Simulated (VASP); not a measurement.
The system is ZrSe2.

```xyz
3
Lattice="3.7980 0.0000 0.0000 -1.8990 3.2892 0.0000 0.0000 0.0000 6.1920" Properties=species:S:1:pos:R:3 pbc="T T T"
Zr    0.0000    0.0000    0.0000
Se    0.0000    2.1928    1.5480
Se    1.8990    1.0964    4.6440
```

* Program: VASP 6.6.1
* Task: relaxation of cell and atoms
* Functional: LDA
* Potentials or basis: VASP PAW LDA potentials, release 64 (Zr_sv, Se)
* Cutoff: 600 eV
* k mesh: 9 × 9 × 5
* Occupations: gaussian, width 0.03 eV
* Spin: no spin polarisation

At the start: pressure -3.0 GPa; volume 25.78 Å³/atom.

Question: How do energy, volume and symmetry change on relaxing?

Answer: Over 14 steps the energy falls by 20.3 meV/atom and the volume is 23.42 Å³/atom (-9.2 %); space group P-3m1 (No. 164, to 0.05 Å).

Step by step:
```
step  energy change (eV)  largest force (eV/Å)  pressure (GPa)  volume (Å³)
   1              0.0000                0.0474           -2.98        77.35
   2             -0.0055                0.7389            3.29        72.11
   3             -0.0297                0.3484            0.11        74.53
   4             -0.0405                0.2221           -0.04        74.06
   5             -0.0443                0.1018           -0.18        73.61
   6             -0.0443                0.0875           -0.22        73.55
   7             -0.0479                0.1007           -0.04        73.03
   8             -0.0555                0.1398            0.51        71.48
   9             -0.0517                0.1962            1.91        68.41
  10             -0.0572                0.1786            1.02        70.37
  11             -0.0588                0.1388            0.80        70.35
  12             -0.0610                0.0199            0.16        70.27
  13             -0.0610                0.0028            0.06        70.26
  14             -0.0610                0.0004            0.03        70.25
```

Final structure:
```yaml
crystal:
  lattice:
    - [3.69531, 0.00000, 0.00000]
    - [-1.84766, 3.20023, 0.00000]
    - [0.00000, 0.00000, 5.94061]
  atoms:
    - { symbol: Zr, position: [0.00000, 0.00000, 0.00000] }
    - { symbol: Se, position: [0.33333, 0.66667, 0.26704] }
    - { symbol: Se, position: [0.66667, 0.33333, 0.73296] }
```
